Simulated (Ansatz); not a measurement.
Relaxed lattice of Hf2S against the dispersion correction

Method: plane-wave DFT with PAW (Ansatz; 420 eV, 500 eV for r²SCAN). Each run relaxes cell and atoms to zero pressure from this start:

```yaml
crystal:
  lattice:
    - [3.37427, 0.00000, 0.00000]
    - [-1.68714, 2.92221, 0.00000]
    - [0.00000, 0.00000, 11.71741]
  atoms:
    - { symbol: Hf, position: [0.66667, 0.33333, 0.89981] }
    - { symbol: Hf, position: [0.33333, 0.66667, 0.39981] }
    - { symbol: Hf, position: [0.66667, 0.33333, 0.60019] }
    - { symbol: Hf, position: [0.33333, 0.66667, 0.10019] }
    - { symbol: S, position: [0.00000, 0.00000, 0.75000] }
    - { symbol: S, position: [0.00000, 0.00000, 0.25000] }
```

```
Γ-centred k-mesh : 12×12×4
occupation rule  : Gaussian smearing, 0.1 eV
spin treatment   : unpolarised
```

Lengths are those of the conventional cell, space group P6_3/mmc.

```csv
dispersion correction,a (Å),c (Å),volume (Å³/atom),gap on mesh (eV)
"PBEsol, none",3.346,11.665,18.85,metal
"PBEsol, D3(BJ)",3.307,11.597,18.31,metal
"PBEsol, D4",3.334,11.640,18.68,metal
"r2SCAN, none",3.382,11.740,19.38,metal
"r2SCAN, rVV10",3.369,11.716,19.19,metal
```

Task: What does PBEsol, D3(BJ)+ATM give?

Result: It gives:

```tsv
dispersion correction	a (Å)	c (Å)	volume (Å³/atom)	gap on mesh (eV)
PBEsol, D3(BJ)+ATM	3.313	11.607	18.39	metal
```

Cost: 6 runs of about 25 core-minutes in all, on Intel Xeon Processor @ 2.70GHz (shared hosts).